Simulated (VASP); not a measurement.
A run of VASP 6.6.1 is set up as follows.

The input INCAR:

```
ALGO     = Normal         # electronic algorithm
DIPOL    = 0.5 0.5 0.500
EDIFF    = 1E-7           # SCF threshold, eV
ENCUT    = 520            # plane-wave cutoff, eV
GGA      = PE             # functional
IDIPOL   = 3            
ISIF     = 2              # what is computed and relaxed
ISMEAR   = -1             # smearing method
LASPH    = T              # aspherical terms in the spheres
LCHARG   = F              # write CHGCAR
LDIPOL   = T            
LREAL    = F              # projectors in reciprocal space
LWAVE    = F              # write WAVECAR
NBANDS   = 40             # bands
NELM     = 60             # most SCF steps
PREC     = Accurate       # precision mode
SIGMA    = 0.05           # smearing width, eV
```

The input KPOINTS:

```
k-points
0
Gamma
  9 9 1
```

File POSCAR:

```
In
1.0
    3.3354847820      0.0000000000      0.0000000000
   -1.6677423910      2.8886145552      0.0000000000
    0.0000000000      0.0000000000     26.0182858400
In
5
Direct
    0.6666666700      0.3333333400      0.2882588056
    0.3333333300      0.6666666600      0.3941294028
    0.6666666700      0.3333333400      0.5000000000
    0.3333333300      0.6666666600      0.6058705972
    0.6666666700      0.3333333400      0.7117411944
```

Potentials or basis: VASP PAW PBE potentials, release 64 (In_d).

Command:

```bash
$ cat potpaw_PBE.64/In_d/POTCAR > POTCAR
$ mpirun -np 1 vasp_std > vasp.out
```

Question: What does it give for the largest force?

Answer: 0.131 eV/Å.

Question: Estimate the band gap on the k mesh.

Answer: None (metal or under the smearing width).

Forces on the atoms (eV/Å):
```
In   0.000  0.000 -0.131
In   0.000  0.000  0.008
In   0.000  0.000  0.000
In   0.000  0.000 -0.008
In   0.000  0.000  0.131
```
